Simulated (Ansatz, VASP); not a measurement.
**C: VASP beside Ansatz**

```xyz
8
Lattice="3.4456 0.0000 0.0000 0.0000 3.4456 0.0000 0.0000 0.0000 7.6529" Properties=species:S:1:pos:R:3 pbc="T T T"
C     0.6887    1.7228    7.6529
C     0.0000    1.0341    3.8264
C     3.4456    2.4115    3.8264
C     1.7228    2.7569    0.0000
C     2.7569    1.7228    7.6529
C     2.4115    0.0000    3.8264
C     1.0341    3.4456    3.8264
C     1.7228    0.6887    0.0000
```

Alike in both runs: functional PBE; k mesh 6 × 6 × 6; occupations gaussian, width 0.1 eV; no spin polarisation.

Ansatz relaxed the structure, and its values are those at the end. VASP's run is a single point on that final structure, the one shown.

|  | VASP | Ansatz |
| --- | --- | --- |
| version | VASP 6.6.1 | Ansatz 0.2.0 |
| potentials or method | VASP PAW PBE potentials, release 64 (C) | scalar-relativistic, plane waves, PAW |
| plane-wave cutoff (eV) | 520 | 420 |
| valence electrons in the cell | 32 | 32 |

Ansatz gave:

```
gap on the k mesh at the Fermi level (eV) : none
pressure (GPa)                            : 0.1
rms of the force components (eV/Å)        : 0.014
```

Task: Estimate VASP's values.

Result: gap on the k mesh at the Fermi level (eV): none; pressure (GPa): 0.3; rms of the force components (eV/Å): 0.036.

A gap of «none» marks a metal or a gap that the smearing closes.

Caveats: this functional lacks dispersion, which binds the layers, so the pressure and a relaxed spacing across them are unreliable.
